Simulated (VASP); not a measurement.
```xyz
2
Lattice="0.0000 2.8943 2.8943 2.8943 0.0000 2.8943 2.8943 2.8943 0.0000" Properties=species:S:1:pos:R:3 pbc="T T T"
Na     0.0000     0.0000     0.0000
Br     2.8943     2.8943     2.8943
```

These are LDA (Ceperley-Alder, Perdew-Zunger), VASP's LDA PAW potentials (set 64) (plane waves; VASP) values and carry that method's errors. Numerical set-up: 520 eV cut-off, 7×7×7 Γ-centred mesh, Gaussian smearing of 0.050 eV, potentials Na_pv Br.

Predict the energy per atom (σ→0), band gap (on the k-mesh) with the smallest direct gap where there is one.

```json
{
 "band gap (on the k-mesh)": "4.09 eV",
 "smallest direct gap (on the k-mesh)": "4.09 eV",
 "energy per atom (σ→0)": "-3.376 eV/atom"
}
```

The absolute energy has meaning only against runs of the same code, potentials and settings.

The compound is NaBr in the rock salt structure. It was relaxed first, which changed the volume by -9 %. The start is the result of an earlier pass.
